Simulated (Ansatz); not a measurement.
# Cu (Cmcm) in Ansatz: further runs

One crystal, Cu, is run at these levels: r2SCAN; tasks: single point, equation of state.

All numbers are computed with Ansatz 0.2.0; they aren't measurements. Logs are shortened: lines on timing, memory, paths and dates and some standing lists are left out, and cuts for length are marked.

## 1. Starting point

The structure is orthorhombic, space group Cmcm (No. 63). Conventional cell: a = 2.437 Å, b = 7.953 Å, c = 2.475 Å, α = 90.00°, β = 90.00°, γ = 90.00°. Around Cu (site symmetry m2m) lie 10 Cu at 2.44 to 2.54 Å.

This isn't the form of Cu at room conditions, which is fcc.

## 2. Single point, r2SCAN, 11.27 Å³/atom (volume scaled by 0.94)

input.yaml

```yaml
crystal:
  lattice:
    - [1.1935901047, -3.895204662, 0.0]
    - [1.1935901047, 3.895204662, 0.0]
    - [0.0, 0.0, 2.424961027]
  atoms:
    - { symbol: Cu, position: [0.86613335, 0.13386665, 0.75] }
    - { symbol: Cu, position: [0.13386665, 0.86613335, 0.25] }
hamiltonian:
  xc: r2scan
  pseudopotentials: { kind: paw }
kpoints:
  mp_grid: { grid: [11, 11, 11] }
scf:
  occupations: { method: fermi_dirac, width: 0.05 }
output:
  forces: true
  stress: true
  eigenvalues: true
```

Potentials or basis: Ansatz PAW.

The run is started by

```console
ansatz run input.yaml --threads 2 --pin off --max-ram 5632MiB --backend cpu --events-out ev --progress --plain --runs-dir out
```

Output:

```text
Warning: RAYON_NUM_THREADS=2 ignored (pool sized by the plan → 2); use --threads N
Engine: ansatz 0.2.0, x86_64-unknown-linux-gnu
Pseudopotentials: kind: paw
Pseudopotential: Cu, paw, valence charge 19, recommended cutoff 500 eV (meta_gga), Cu.paw.azcp
Functional definition: r2SCAN
  parameter k0 = 0.174
  parameter k1 = 0.065
  parameter a1 = 4.9479
  exchange = r2scan_x(k0 = k0, k1 = k1, a1 = a1)
  correlation = r2scan_c
Crystal: 2 atoms, lattice volume = 22.549 Å³
Basis set: ecut = 500 eV, 595 PW (Γ), exchange–correlation on 120×120×72 points (64 copies of the dense FFT grid, shifted against one another)
Bands: 23, of which v1, the nominal top of the filled ones, is band 19 counted from 1 (18 counted from 0)
Symmetry: 8 space group operations
Space group: Cmcm (ITA 63), of the structure as read, at distance tolerance 2.8e-5 Å
k-points: 216 of 1331
Non-local potential: Cu, projectors of the file, l = 0: 3, l = 1: 2, l = 2: 3, l = 3: 1
PAW form: soft (Blöchl's): semilocal exchange-correlation on the pseudo side does not see the compensation charge
PAW frozen core: Cu, regenerated for the run's functional (the file was generated under x = pbe(κ = 0.804, μ = 0.2195149727645171), c = pbe(β = 0.06672455060314922))
PAW one-centre angular grid: Cu, 590 points (default); XC on 160 Gauss nodes
Initial density: superposition of atomic densities (neutral atoms: chi_scale 0, normalization atom), corrected by the library's trained network
Initial wavefunctions: pseudopotential atomic-orbital guess
Functional: x = r2scan, c = r2scan; τ floored in thin density (d = 2e-4 eV/Å³)
SCF iter   1: F=—  HF=-13262.156161 eV  |F-HF|=—  |Δ(HF+E_count)|=         —  Δρ=4.01e-2  dr2=1.98e-1  dr2_τ=1.57e-3  ethr=1.77e-3  ⟨swp⟩=5.6  Hψ=18824  notcnv=0
preconditioner: auto → none  [metal: Δε(μ)=0.051 eV  Ē_g=11.705 eV  σ=0.050 eV  W_gap=0.25  n_scr=8 (ndim 8)  ℏωp=36.7 eV  f_vac=0.000  D(μ)=0.42/eV (n_scr^D=2)  sad-step TF]
SCF iter   2: F=—  HF=-13262.135707 eV  |F-HF|=—  |Δ(HF+E_count)|=   2.05e-2  Δρ=9.36e-3  dr2=6.34e-3  dr2_τ=2.35e-3  ethr=5.22e-4  ⟨swp⟩=2.3  Hψ=9825  notcnv=0  defer=17
SCF iter   3: F=—  HF=-13262.124519 eV  |F-HF|=—  |Δ(HF+E_count)|=   1.12e-2  Δρ=6.45e-3  dr2=6.37e-3  dr2_τ=4.87e-5  ethr=1.67e-5  ⟨swp⟩=2.0  Hψ=9902  notcnv=0  defer=17
SCF iter   4: F=—  HF=-13262.122743 eV  |F-HF|=—  |Δ(HF+E_count)|=   1.78e-3  Δρ=8.20e-4  dr2=1.42e-4  dr2_τ=8.84e-6  ethr=1.67e-5  ⟨swp⟩=2.0  Hψ=6481  notcnv=0  defer=17
SCF iter   5: F=—  HF=-13262.122772 eV  |F-HF|=—  |Δ(HF+E_count)|=   2.89e-5  Δρ=8.59e-4  dr2=7.27e-5  dr2_τ=6.89e-7  ethr=3.73e-7  ⟨swp⟩=2.0  Hψ=7523  notcnv=0  defer=17
SCF iter   6: F=—  HF=-13262.122810 eV  |F-HF|=—  |Δ(HF+E_count)|=   3.80e-5  Δρ=1.00e-4  dr2=7.79e-7  dr2_τ=3.57e-8  ethr=1.91e-7  ⟨swp⟩=2.0  Hψ=7242  notcnv=0  defer=17
SCF iter   7: F=-13262.122812 eV  HF=-13262.122812 eV  |F-HF|=7.12e-8  |Δ(HF+E_count)|=   1.91e-6  Δρ=1.74e-5  dr2=3.14e-8  dr2_τ=1.18e-9  ethr=2.63e-10  ⟨swp⟩=6.4  Hψ=23679  notcnv=0
SCF 1 converged in 7 iterations: F = -13262.122812 eV  dr2 = 3.14e-8
SCF converged after 7 iterations
Free energy (F): -13262.122812 eV
Harris-Foulkes:  -13262.122812 eV  (|F-HF|=7.12e-8)
Internal energy: -13262.119324 eV  (E = F + TS)
E sigma→0 (E₀):  -13262.121068 eV
Entropy (-TS):   -0.003488 eV (-1.744 meV/atom)
Fermi energy:    17.615364 eV
--- Per-component energies (eV) ---
  E_band       = -740.517126
  E_kinetic    = 601.800918
  E_local      = -8059.632952  (includes V_loc(G=0)·N_el)
  E_nonlocal   = 791.376188
  E_hartree    = 3570.589251
  E_xc         = -168.472105
  E_vxc        = -250.716966  (∫ρ·V_xc dr)
  E_paw        = -3356.494468  (= ΣΔE_a)
  E_vpaw       = -982.623648  (= ΣTr[D̂ρ^β])
  E_aug_tail   = 0.000294  (compensation charges beyond the density's cutoff)
  E_vtau       = 18.102516  (kinetic-family band-sum trace: ∫τ·v_τ [+ j·A + Jᵃ·Aᵃ] dr)
  E_ewald      = -6640.684234
  E_core_change = -0.602216  (= ΣΔE_core)
  E_smearing   = -0.003488  (= −TS)
  E_closure    = -0.000000  (closes the sum)
  Σ components = -13262.122812   (vs F -13262.122812, Δ=0.00e0)
--- Forces (eV/Å), atoms counted from 1 ---
  atom   1  Cu     0.00000000    -0.10259115     0.00000000
  atom   2  Cu    -0.00000000     0.10259115    -0.00000000
  max |Σ_I F_I| component: 5.55e-17 eV/Å
--- Stress (GPa, compression-positive) ---
       10.419233      -0.000000      -0.000000
       -0.000000      10.605264       0.000000
       -0.000000       0.000000      11.791686
  P = ⅓ Tr σ = 10.9387 GPa (109.387 kbar)
--- Band table (eV; the first three rows and the last of 216) ---
  k-point 0: bands = ["-99.0158", "-98.9912", "-54.9212", "-54.8039", "-54.7609", "-54.7562", "-54.7527", "-54.7354", "7.5005", "12.0785", "12.9475", "13.4898", "14.2830", "14.5664", "15.0349", "15.3815", "15.5885", "15.7442", "16.0625", "17.3920", "23.0067", "33.5862", "37.5135"]
  k-point 1: bands = ["-99.0145", "-98.9909", "-54.9172", "-54.8115", "-54.7657", "-54.7634", "-54.7517", "-54.7351", "7.7341", "12.2158", "12.9769", "13.5172", "14.2261", "14.6153", "15.0128", "15.2849", "15.5160", "15.6355", "15.7219", "18.1962", "23.0798", "31.2445", "37.7995"]
  k-point 2: bands = ["-99.0109", "-98.9903", "-54.9057", "-54.8314", "-54.7912", "-54.7707", "-54.7489", "-54.7344", "8.4184", "12.5758", "13.0522", "13.5495", "14.0853", "14.6127", "14.9377", "15.0320", "15.0931", "15.6820", "15.6951", "19.6399", "23.3117", "27.6642", "37.0633"]
  k-point 215: bands = ["-98.9942", "-98.9935", "-54.9214", "-54.9196", "-54.7964", "-54.7937", "-54.7384", "-54.7335", "11.9635", "12.0709", "13.5347", "13.6952", "14.8650", "14.8849", "15.3528", "15.5091", "15.5119", "15.9215", "16.0133", "16.7830", "21.9303", "22.4017", "36.0204"]
```

Wall time 10 s (2 threads of Intel Xeon at 2.70GHz, shared host); peak memory 0.48 GiB.

Results:

- Free energy: -13262.1228 eV
- Pressure: 10.9 GPa
- Largest force: 0.103 eV/Å
- Band gap on the k mesh: none (metal or under the smearing width)

Caveat: the PAW data sets come from PBE, with cores solved anew for the run's functional, which leaves a small shift of forces and pressure.

## 3. Single point, r2SCAN, 11.51 Å³/atom (volume scaled by 0.96)

Changes to input.yaml since step 2:

```diff
@@ -2,5 +2,5 @@
   lattice:
-    - [1.1935901047, -3.895204662, 0.0]
-    - [1.1935901047, 3.895204662, 0.0]
-    - [0.0, 0.0, 2.424961027]
+    - [1.2019959458, -3.9226365845, 0.0]
+    - [1.2019959458, 3.9226365845, 0.0]
+    - [0.0, 0.0, 2.44203878]
   atoms:
@@ -19 +19,5 @@
   eigenvalues: true
+  write_density: true
+  write_potential: true
+  elf: true
+  volumetric_format: npy
```

Potentials or basis: Ansatz PAW.

The run is started by

```console
ansatz run input.yaml --threads 2 --pin off --max-ram 5632MiB --backend cpu --events-out ev --progress --plain --runs-dir out
```

It took 10 s on 2 threads of Intel Xeon at 2.70GHz, shared host; peak memory 0.49 GiB.

The run converged. Its results:

```yaml
Free_energy: -13262.1494 eV
Pressure: 6.9 GPa
Largest_force: 0.069 eV/Å
Band_gap_on_the_k_mesh: none (metal or under the smearing width)
```

Caveat: the PAW data sets come from PBE, with cores solved anew for the run's functional, which leaves a small shift of forces and pressure.

## 4. Single point, r2SCAN, 11.75 Å³/atom (volume scaled by 0.98)

input.yaml

```yaml
crystal:
  lattice:
    - [1.2102858349, -3.9496901055, 0.0]
    - [1.2102858349, 3.9496901055, 0.0]
    - [0.0, 0.0, 2.458880959]
  atoms:
    - { symbol: Cu, position: [0.86613335, 0.13386665, 0.75] }
    - { symbol: Cu, position: [0.13386665, 0.86613335, 0.25] }
hamiltonian:
  xc: r2scan
  pseudopotentials: { kind: paw }
kpoints:
  mp_grid: { grid: [11, 11, 11] }
scf:
  occupations: { method: fermi_dirac, width: 0.05 }
output:
  forces: true
  stress: true
  eigenvalues: true
```

The run is started by

```console
ansatz run input.yaml --threads 2 --pin off --max-ram 5632MiB --backend cpu --events-out ev --progress --plain --runs-dir out
```

It took 8.4 s on 2 threads of Intel Xeon at 2.70GHz, shared host; peak memory 0.49 GiB.

The run converged. Its results:

- Free energy: -13262.1647 eV
- Pressure: 3.4 GPa
- Largest force: 0.038 eV/Å
- Band gap on the k mesh: none (metal or under the smearing width)

Caveat: the PAW data sets come from PBE, with cores solved anew for the run's functional, which leaves a small shift of forces and pressure.

## 5. Single point, r2SCAN, 11.99 Å³/atom

Changes to input.yaml since step 4:

```diff
@@ -2,5 +2,5 @@
   lattice:
-    - [1.2102858349, -3.9496901055, 0.0]
-    - [1.2102858349, 3.9496901055, 0.0]
-    - [0.0, 0.0, 2.458880959]
+    - [1.21846369, -3.9763780104, 0.0]
+    - [1.21846369, 3.9763780104, 0.0]
+    - [0.0, 0.0, 2.4754955235]
   atoms:
```

The run is started by

```console
ansatz run input.yaml --threads 2 --pin off --max-ram 5632MiB --backend cpu --events-out ev --progress --plain --runs-dir out
```

Run time: 9.1 s. Hardware: 2 threads of Intel Xeon at 2.70GHz, shared host; peak memory 0.51 GiB.

The run converged. Its results:

```yaml
Free_energy: -13262.1700 eV
Pressure: 0.2 GPa
Largest_force: 0.010 eV/Å
Band_gap_on_the_k_mesh: none (metal or under the smearing width)
```

Caveat: the PAW data sets come from PBE, with cores solved anew for the run's functional, which leaves a small shift of forces and pressure.

## 6. Single point, r2SCAN, 12.23 Å³/atom (volume scaled by 1.02)

Changes to input.yaml since step 5:

```diff
@@ -2,5 +2,5 @@
   lattice:
-    - [1.21846369, -3.9763780104, 0.0]
-    - [1.21846369, 3.9763780104, 0.0]
-    - [0.0, 0.0, 2.4754955235]
+    - [1.2265332211, -4.0027124071, 0.0]
+    - [1.2265332211, 4.0027124071, 0.0]
+    - [0.0, 0.0, 2.4918900114]
   atoms:
```

Potentials or basis: Ansatz PAW.

The run is started by

```console
ansatz run input.yaml --threads 2 --pin off --max-ram 5632MiB --backend cpu --events-out ev --progress --plain --runs-dir out
```

Run time: 10 s. Hardware: 2 threads of Intel Xeon at 2.70GHz, shared host; peak memory 0.51 GiB.

Results (log left out):

```yaml
Free_energy: -13262.1664 eV
Pressure: -2.6 GPa
Largest_force: 0.016 eV/Å
Band_gap_on_the_k_mesh: none (metal or under the smearing width)
```

Caveat: the PAW data sets come from PBE, with cores solved anew for the run's functional, which leaves a small shift of forces and pressure.

## 7. Single point, r2SCAN, 12.47 Å³/atom (volume scaled by 1.04)

Changes to input.yaml since step 6:

```diff
@@ -2,5 +2,5 @@
   lattice:
-    - [1.2265332211, -4.0027124071, 0.0]
-    - [1.2265332211, 4.0027124071, 0.0]
-    - [0.0, 0.0, 2.4918900114]
+    - [1.2344979457, -4.0287047744, 0.0]
+    - [1.2344979457, 4.0287047744, 0.0]
+    - [0.0, 0.0, 2.5080715687]
   atoms:
```

The run is started by

```console
ansatz run input.yaml --threads 2 --pin off --max-ram 5632MiB --backend cpu --events-out ev --progress --plain --runs-dir out
```

Wall time 8.4 s (2 threads of Intel Xeon at 2.70GHz, shared host); peak memory 0.51 GiB.

It converged, with:

* Free energy: -13262.1549 eV
* Pressure: -5.0 GPa
* Largest force: 0.040 eV/Å
* Band gap on the k mesh: none (metal or under the smearing width)

Caveat: the PAW data sets come from PBE, with cores solved anew for the run's functional, which leaves a small shift of forces and pressure.

## 8. Single point, r2SCAN, 12.71 Å³/atom (volume scaled by 1.06)

Changes to input.yaml since step 7:

```diff
@@ -2,5 +2,5 @@
   lattice:
-    - [1.2344979457, -4.0287047744, 0.0]
-    - [1.2344979457, 4.0287047744, 0.0]
-    - [0.0, 0.0, 2.5080715687]
+    - [1.242361202, -4.0543660062, 0.0]
+    - [1.242361202, 4.0543660062, 0.0]
+    - [0.0, 0.0, 2.5240469776]
   atoms:
```

The run is started by

```console
ansatz run input.yaml --threads 2 --pin off --max-ram 5632MiB --backend cpu --events-out ev --progress --plain --runs-dir out
```

Run time: 6.6 s. Hardware: 2 threads of Intel Xeon at 2.70GHz, shared host; peak memory 0.51 GiB.

It converged, with:

```yaml
Free_energy: -13262.1365 eV
Pressure: -7.2 GPa
Largest_force: 0.062 eV/Å
Band_gap_on_the_k_mesh: none (metal or under the smearing width)
```

Caveat: the PAW data sets come from PBE, with cores solved anew for the run's functional, which leaves a small shift of forces and pressure.

## 9. Equation of state, r2SCAN

Potentials or basis: Ansatz PAW.

This step only gathers the single runs of the series.

What came out:

```yaml
Equilibrium_volume: 12.01 Å³/atom
Bulk_modulus_at_fixed_shape_and_positions: 147 GPa
Pressure_derivative_of_the_bulk_modulus: 5.1
```

Energy against volume, from the lowest point:
| volume (Å³/atom) | energy (meV/atom) |
| --- | --- |
| 11.274 | 23.60 |
| 11.514 | 10.29 |
| 11.754 | 2.64 |
| 11.994 | 0.00 |
| 12.234 | 1.81 |
| 12.474 | 7.55 |
| 12.714 | 16.77 |

Caveat: the cell was scaled at fixed shape and fractional positions, which overstates the stiffness of a crystal with free parameters, most of all of layers and chains; the PAW data sets were made with another functional, which shifts forces and pressure a little.
